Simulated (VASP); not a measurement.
# BaS (Fm-3m) in VASP: a series of runs

One crystal, BaS, is run at these levels: PBEsol; tasks: single point.

Everything below comes from runs of VASP 6.6.1. Logs are shortened: lines on timing, memory, paths and dates and some standing lists are left out, and cuts for length are marked.

**Measured values to compare with.**

A printed reference work, monograph, original work of 1988 reports, for a bulk crystal of BaS at 2 K: band gap 3.806 eV (indirect).

The runs below are set against these values where they give the same quantity.

### 1 Starting point

It takes space group Fm-3m (No. 225, cubic). Conventional cell: a = 6.363 Å, b = 6.363 Å, c = 6.363 Å, α = 90.00°, β = 90.00°, γ = 90.00°. Ba (site symmetry m-3m) has 6 S at 3.18 Å as nearest neighbours. S (site symmetry m-3m) is surrounded by 6 Ba at 3.18 Å.

The cell is a database's computed one.

### 2 Single point, PBEsol

INCAR

```
ALGO = Normal
EDIFF = 1E-7
ENCUT = 700
GGA = PS
ISIF = 2
ISMEAR = 0
LASPH = True
LCHARG = True
LELF = True
LREAL = False
LVHAR = True
LWAVE = False
NBANDS = 15
NELM = 100
PREC = Accurate
SIGMA = 0.02
```

KPOINTS

```
k-points
0
Gamma
  8 8 8
```

POSCAR

```
BaS
1.0
    0.0000000000      3.1813900000      3.1813900000
    3.1813900000      0.0000000000      3.1813900000
    3.1813900000      3.1813900000      0.0000000000
Ba S
1 1
Direct
    0.0000000000      0.0000000000      0.0000000000
    0.5000000000      0.5000000000      0.5000000000
```

Potentials or basis: VASP PAW PBE potentials, release 64 (Ba_sv, S).

Started as:

```console
cat potpaw_PBE.64/Ba_sv/POTCAR potpaw_PBE.64/S/POTCAR > POTCAR
mpirun -np 1 vasp_std > vasp.out
```

OUTCAR:

```text
EDIFF = 1E-7
   ENCUT = 700
   GGA = PS
   ISIF = 2
   ISMEAR = 0
   LASPH = True
   LREAL = False
   NELM = 100
   PREC = Accurate

 ion  position               nearest neighbor table
   1  0.000  0.000  0.000-   2 3.18   2 3.18   2 3.18   2 3.18   2 3.18   2 3.18
   2  0.500  0.500  0.500-   1 3.18   1 3.18   1 3.18   1 3.18   1 3.18   1 3.18

  LATTYP: Found a face centered cubic cell.
 ALAT       =     6.3627800000

  Lattice vectors:

 A1 = (   0.0000000000,   3.1813900000,   3.1813900000)
 A2 = (   3.1813900000,   0.0000000000,   3.1813900000)
 A3 = (   3.1813900000,   3.1813900000,   0.0000000000)

Analysis of symmetry for initial positions (statically):
=====================================================================
 Subroutine PRICEL returns:
 Original cell was already a primitive cell.

 Routine SETGRP: Setting up the symmetry group for a
 face centered cubic supercell.

 Subroutine GETGRP returns: Found 48 space group operations
 (whereof 48 operations were pure point group operations)
 out of a pool of 48 trial point group operations.

The static configuration has the point symmetry O_h .

Analysis of symmetry for dynamics (positions and initial velocities):
=====================================================================
 Subroutine PRICEL returns:
 Original cell was already a primitive cell.

 Routine SETGRP: Setting up the symmetry group for a
 face centered cubic supercell.

 Subroutine GETGRP returns: Found 48 space group operations
 (whereof 48 operations were pure point group operations)
 out of a pool of 48 trial point group operations.

The dynamic configuration has the point symmetry O_h .

 Subroutine INISYM returns: Found 48 space group operations
 (whereof 48 operations are pure point group operations),
 and found     1 'primitive' translations

----------------------------------------------------------------------------------------

                                     Primitive cell

  volume of cell :      64.3992

  direct lattice vectors                    reciprocal lattice vectors
     0.000000000  3.181390000  3.181390000    -0.157164007  0.157164007  0.157164007
     3.181390000  0.000000000  3.181390000     0.157164007 -0.157164007  0.157164007
     3.181390000  3.181390000  0.000000000     0.157164007  0.157164007 -0.157164007

  length of vectors
     4.499164885  4.499164885  4.499164885     0.272216045  0.272216045  0.272216045

  position of ions in fractional coordinates (direct lattice)
     0.000000000  0.000000000  0.000000000
     0.500000000  0.500000000  0.500000000

  ion indices of the primitive-cell ions
   primitive index   ion index
                 1           1
                 2           2

----------------------------------------------------------------------------------------

 KPOINTS: k-points

Automatic generation of k-mesh.
 Grid dimensions read from file:
 generate k-points for:    8    8    8

 Generating k-lattice:

  Cartesian coordinates                     Fractional coordinates (reciprocal lattice)
    -0.019645501  0.019645501  0.019645501     0.125000000  0.000000000  0.000000000
     0.019645501 -0.019645501  0.019645501     0.000000000  0.125000000  0.000000000
     0.019645501  0.019645501 -0.019645501     0.000000000  0.000000000  0.125000000

  Length of vectors
     0.034027006  0.034027006  0.034027006

  Shift w.r.t. Gamma in fractional coordinates (k-lattice)
     0.000000000  0.000000000  0.000000000

 Subroutine IBZKPT returns following result:
 ===========================================

 Found     29 irreducible k-points:

 Following reciprocal coordinates:
            Coordinates               Weight
  0.000000  0.000000  0.000000      1.000000
  0.125000  0.000000  0.000000      8.000000
  0.250000  0.000000  0.000000      8.000000
  0.375000  0.000000  0.000000      8.000000
  0.500000  0.000000  0.000000      4.000000
  0.125000  0.125000  0.000000      6.000000
[... 16 lines left out ...]
  0.500000  0.250000  0.125000     48.000000
 -0.375000  0.250000  0.125000     24.000000
 [... further k-points ...]
   k-points           NKPTS =     29   k-points in BZ     NKDIM =     29   number of bands    NBANDS=     15
   number of dos      NEDOS =    301   number of ions     NIONS =      2
   total plane-waves  NPLWV =  64000
   dimension x,y,z NGX =    40 NGY =   40 NGZ =   40
   dimension x,y,z NGXF=    80 NGYF=   80 NGZF=   80
   ions per type =               1   1
   NGX,Y,Z   is equivalent  to a cutoff of  14.78, 14.78, 14.78 a.u.
   NGXF,Y,Z  is equivalent  to a cutoff of  29.56, 29.56, 29.56 a.u.
 SYSTEM =  unknown system
   PREC   = accura    normal or accurate (medium, high low for compatibility)
   ISTART =      0    job   : 0-new  1-cont  2-samecut
   ICHARG =      2    charge: 1-file 2-atom 10-const
   ISPIN  =      1    spin polarized calculation?
   LNONCOLLINEAR =      F non collinear calculations
   LSORBIT =      F    spin-orbit coupling
   LASPH  =      T    aspherical Exc in radial PAW
   ENCUT  =  700.0 eV  51.45 Ry    7.17 a.u.   9.71  9.71  9.71*2*pi/ulx,y,z
   NELM   =    100;   NELMIN=  2; NELMDL= -5     # of ELM steps
   EDIFF  = 0.1E-06   stopping-criterion for ELM
   LREAL  =      F    real-space projection
   EDIFFG = 0.1E-05   stopping-criterion for IOM
   NSW    =      0    number of steps for IOM
   IBRION =     -1    ionic relax: 0-MD 1-quasi-New 2-CG
   NFREE  =      0    steps in history (QN), initial steepest desc. (CG)
   ISIF   =      2    stress and relaxation
   ISYM   =      2    0-nonsym 1-usesym 2-fastsym
   POTIM  = 0.5000    time-step for ionic-motion
   TEBEG  =    0.0;   TEEND  =   0.0 temperature during run
   PSTRESS=    0.0 pullay stress
   NELECT =      16.0000    total number of electrons
   NUPDOWN=      -1.0000    fix difference up-down
   EMIN   =  10.00;   EMAX   =-10.00  energy-range for DOS
   EFERMI =   0.00;   METHOD = LEGACY
   ISMEAR =     0;   SIGMA  =   0.02  broadening in eV -4-tet -1-fermi 0-gaus
   EFERMI_NEDOS =   21; number of points for ismear=-14 and -15
   IALGO  =     38    algorithm
   IMIX   =      4    mixing-type and parameters
     AMIX     =   0.40;   BMIX     =  1.00
     AMIX_MAG =   1.60;   BMIX_MAG =  1.00
  volume/ion in A,a.u.               =      32.20       217.29
  Fermi-wavevector in a.u.,A,eV,Ry     =   1.029172  1.944853 14.411220  1.059195
  Thomas-Fermi vector in A             =   2.163206
   LORBIT       =      0    0 simple, 1 ext, 2 COOP (PROOUT), +10 PAW based schemes
   GGA     = PS    functional components
   LHFCALC =     F    Hartree Fock is set to
   AEXX    =    0.0000 exact exchange contribution
   IVDW    =     0    specifies the selected vdW correction
   LEPSILON=     F    determine dielectric tensor
   LRPA    =     F    only Hartree local field effects (RPA)
 non-spin polarized calculation
 Gauss-broadening in eV      SIGMA  =   0.02
  energy-cutoff  :      700.00
  volume of cell :       64.40
 maximum number of plane-waves:      2733
   NGX = 19   NGY = 19   NGZ = 19

 number of electron      16.0000000 magnetization

 Free energy of the ion-electron system (eV)
  ---------------------------------------------------
  ext. energy  EPLUGINS =         0.00000000
  ---------------------------------------------------
  free energy    TOTEN  =       -10.71943984 eV

  energy without entropy =      -10.71943984  energy(sigma->0) =      -10.71943984

 E-fermi :   1.6002     XC(G=0):  -8.8716

 val. band max:        1.4028255856   @ k =   0.0000   0.0000   0.0000
 cond. band min:       3.3639479238   @ k =   0.5000   0.5000   0.0000
 fundamental gap:      1.9611223381
 Fermi energy:         1.6002455077

 k-point     1 :       0.0000    0.0000    0.0000
  band No.  band energies     occupation
      1     -24.5964      2.00000
      2      -9.6377      2.00000
      3      -9.6377      2.00000
      4      -9.6377      2.00000
      5      -8.9679      2.00000
      6       1.4028      2.00000
      7       1.4028      2.00000
      8       1.4028      2.00000
      9       4.8677      0.00000
     10       5.1873      0.00000
     11       5.1873      0.00000
     12       5.1873      0.00000
     13       6.1532      0.00000
     14       6.1533      0.00000
     15       9.9350      0.00000

 k-point     2 :       0.1250    0.0000    0.0000
  band No.  band energies     occupation
      1     -24.5894      2.00000
      2      -9.9797      2.00000
      3      -9.6438      2.00000
      4      -9.6438      2.00000
      5      -8.6124      2.00000
      6       0.9693      2.00000
      7       1.1820      2.00000
      8       1.1820      2.00000
      9       5.1680      0.00000
     10       5.4267      0.00000
     11       5.4267      0.00000
     12       5.5057      0.00000
     13       6.6224      0.00000
     14       6.6224      0.00000
     15      10.5817      0.00000

 k-point     3 :       0.2500    0.0000    0.0000
  band No.  band energies     occupation
      1     -24.5722      2.00000
      2     -10.4339      2.00000
      3      -9.6584      2.00000
      4      -9.6584      2.00000
      5      -8.1232      2.00000
      6       0.1979      2.00000
      7       0.7486      2.00000
      8       0.7486      2.00000
      9       5.4029      0.00000
     10       6.0957      0.00000
     11       6.0957      0.00000
     12       6.7076      0.00000
     13       7.7922      0.00000
     14       7.7922      0.00000
     15      11.9199      0.00000
[... 343 lines left out ...]
 k-point    23 :       0.5000    0.2500    0.1250
  band No.  band energies     occupation
      1     -24.5461      2.00000
      2     -10.5882      2.00000
      3      -9.8368      2.00000
      4      -9.7249      2.00000
      5      -8.0024      2.00000
      6      -0.1135      2.00000
      7       0.4527      2.00000
      8       0.8429      2.00000
      9       5.1783      0.00000
     10       6.9451      0.00000
     11       7.5321      0.00000
     12       7.7094      0.00000
     13       8.8760      0.00000
     14      10.1559      0.00000
     15      10.8073      0.00000

 k-point    24 :      -0.3750    0.2500    0.1250
  band No.  band energies     occupation
      1     -24.5405      2.00000
      2     -10.6400      2.00000
      3      -9.8474      2.00000
      4      -9.7509      2.00000
      5      -7.9601      2.00000
      6      -0.1428      2.00000
      7       0.5082      2.00000
      8       0.5912      2.00000
      9       6.0028      0.00000
     10       6.2043      0.00000
     11       8.0653      0.00000
     12       8.2871      0.00000
     13       9.2615      0.00000
     14      10.1758      0.00000
     15      10.8544      0.00000

 [... further k-points ...]

------------------------ aborting loop because EDIFF is reached ----------------------------------------

  FORCE on cell =-STRESS in cart. coord.  units (eV):
  Direction    XX          YY          ZZ          XY          YZ          ZX
  --------------------------------------------------------------------------------------
  -------------------------------------------------------------------------------------
  Total        0.0015530      0.0015530      0.0015530      0.0000000      0.0000000      0.0000000
  in kB        0.0386361      0.0386361      0.0386361      0.0000000      0.0000000      0.0000000
  external PRESSURE =       0.0386361 kB  Pullay stress =       0.0000000 kB

 VOLUME and BASIS-vectors are now :
 -----------------------------------------------------------------------------
  energy-cutoff  :      700.00
  volume of cell :       64.40
      direct lattice vectors                 reciprocal lattice vectors
     0.000000000  3.181390000  3.181390000    -0.157164007  0.157164007  0.157164007
     3.181390000  0.000000000  3.181390000     0.157164007 -0.157164007  0.157164007
     3.181390000  3.181390000  0.000000000     0.157164007  0.157164007 -0.157164007

 POSITION                                       TOTAL-FORCE (eV/Angst)
 -----------------------------------------------------------------------------------
      0.00000      0.00000      0.00000         0.000000      0.000000      0.000000
      3.18139      3.18139      3.18139        -0.000000      0.000000      0.000000
 -----------------------------------------------------------------------------------
    total drift:                                0.000000     -0.000000     -0.000000

  FREE ENERGIE OF THE ION-ELECTRON SYSTEM (eV)
  ---------------------------------------------------
  free  energy   TOTEN  =       -10.7194398444 eV

  energy  without entropy=      -10.7194398444  energy(sigma->0) =      -10.71943984
```

Wall time 45 s (1 thread of AMD EPYC 7R13 (Zen 3), shared host); peak memory 0.23 GiB.

Results:

| Quantity | Value |
| --- | --- |
| Free energy | -10.7194 eV |
| Pressure | 0.0 GPa |
| Band gap on the k mesh | 1.96 eV, indirect (least direct gap 2.09 eV) |

Caveat: the PAW data sets were made with another functional, which shifts forces and pressure a little; spin-orbit coupling is left out, which moves the levels of the heavy elements.

### 3 Single point, PBEsol

Changes to INCAR since step 2:

```diff
@@ -2,3 +2,3 @@
 EDIFF = 1E-7
-ENCUT = 700
+ENCUT = 520
 GGA = PS
```

KPOINTS

```
k-points
0
Gamma
  12 12 12
```

POSCAR is that of step 2.

Potentials or basis: VASP PAW PBE potentials, release 64 (Ba_sv, S).

Started as:

```console
cat potpaw_PBE.64/Ba_sv/POTCAR potpaw_PBE.64/S/POTCAR > POTCAR
mpirun -np 1 vasp_std > vasp.out
```

OUTCAR:

```text
EDIFF = 1E-7
   ENCUT = 520
   GGA = PS
   ISIF = 2
   ISMEAR = 0
   LASPH = True
   LREAL = False
   NELM = 100
   PREC = Accurate

 ion  position               nearest neighbor table
   1  0.000  0.000  0.000-   2 3.18   2 3.18   2 3.18   2 3.18   2 3.18   2 3.18
   2  0.500  0.500  0.500-   1 3.18   1 3.18   1 3.18   1 3.18   1 3.18   1 3.18

  LATTYP: Found a face centered cubic cell.
 ALAT       =     6.3627800000

  Lattice vectors:

 A1 = (   0.0000000000,   3.1813900000,   3.1813900000)
 A2 = (   3.1813900000,   0.0000000000,   3.1813900000)
[... 612 lines left out ...]
     12       8.2813      0.00000
     13       9.6749      0.00000
     14      10.1925      0.00000
     15      10.7066      0.00000

 [... further k-points ...]
[... 5 lines left out ...]
  --------------------------------------------------------------------------------------
  -------------------------------------------------------------------------------------
  Total       -0.0041942     -0.0041942     -0.0041942      0.0000000     -0.0000000     -0.0000000
  in kB       -0.1043465     -0.1043465     -0.1043465      0.0000000     -0.0000000     -0.0000000
  external PRESSURE =      -0.1043465 kB  Pullay stress =       0.0000000 kB

 VOLUME and BASIS-vectors are now :
 -----------------------------------------------------------------------------
  energy-cutoff  :      520.00
  volume of cell :       64.40
      direct lattice vectors                 reciprocal lattice vectors
     0.000000000  3.181390000  3.181390000    -0.157164007  0.157164007  0.157164007
     3.181390000  0.000000000  3.181390000     0.157164007 -0.157164007  0.157164007
     3.181390000  3.181390000  0.000000000     0.157164007  0.157164007 -0.157164007

 POSITION                                       TOTAL-FORCE (eV/Angst)
 -----------------------------------------------------------------------------------
      0.00000      0.00000      0.00000         0.000000      0.000000      0.000000
      3.18139      3.18139      3.18139        -0.000000     -0.000000     -0.000000
 -----------------------------------------------------------------------------------
    total drift:                                0.000000      0.000000      0.000000

  FREE ENERGIE OF THE ION-ELECTRON SYSTEM (eV)
  ---------------------------------------------------
  free  energy   TOTEN  =       -10.7193197962 eV

  energy  without entropy=      -10.7193197962  energy(sigma->0) =      -10.71931980
```

stdout:

```text
POSCAR found type information on POSCAR BaS
 POSCAR found :  2 types and       2 ions
 scaLAPACK will be used
 -----------------------------------------------------------------------------
|                                                                             |
|                                                                             |
|     You enforced a specific xc type in the INCAR file but a different       |
|     I HOPE YOU KNOW WHAT YOU ARE DOING!                                     |
|                                                                             |
 -----------------------------------------------------------------------------

 LDA part: xc-table for (Slater+PW92), standard interpolation
 POSCAR, INCAR and KPOINTS ok, starting setup
 FFT: planning ... GRIDC
 FFT: planning ... GRID_SOFT
 FFT: planning ... GRID
 WAVECAR not read
 entering main loop
```

Wall time 68 s (1 thread of AMD EPYC 7R13 (Zen 3), shared host); peak memory 0.22 GiB.

Results:

```yaml
Free_energy: -10.7193 eV
Pressure: 0.0 GPa
Band_gap_on_the_k_mesh: 1.96 eV, indirect (least direct gap 2.09 eV)
```

Caveat: the PAW data sets were made with another functional, which shifts forces and pressure a little; spin-orbit coupling is left out, which moves the levels of the heavy elements.

### 4 How close it comes

Step 2. A measured gap of BaS is 3.806 eV (indirect; 2 K; a printed reference work, monograph, original work of 1988); the calculated 1.96 eV misses it by -1.84 eV. Spin-orbit coupling on Ba is left out. The value is that of PBEsol on a finite k mesh, which can miss the band edges, without temperature or zero-point motion. Semilocal functionals fall short of measured gaps as a rule. The cell is a database's relaxed one, not the measured one, which moves gaps too.

Step 3. Measured gap of BaS: 3.806 eV (indirect; 2 K; a printed reference work, monograph, original work of 1988). This calculation gives 1.96 eV (-1.84 eV). Spin-orbit coupling on Ba is left out. The value is that of PBEsol on a finite k mesh, which can miss the band edges, without temperature or zero-point motion. Semilocal functionals fall short of measured gaps as a rule. The cell is a database's relaxed one, not the measured one, which moves gaps too.
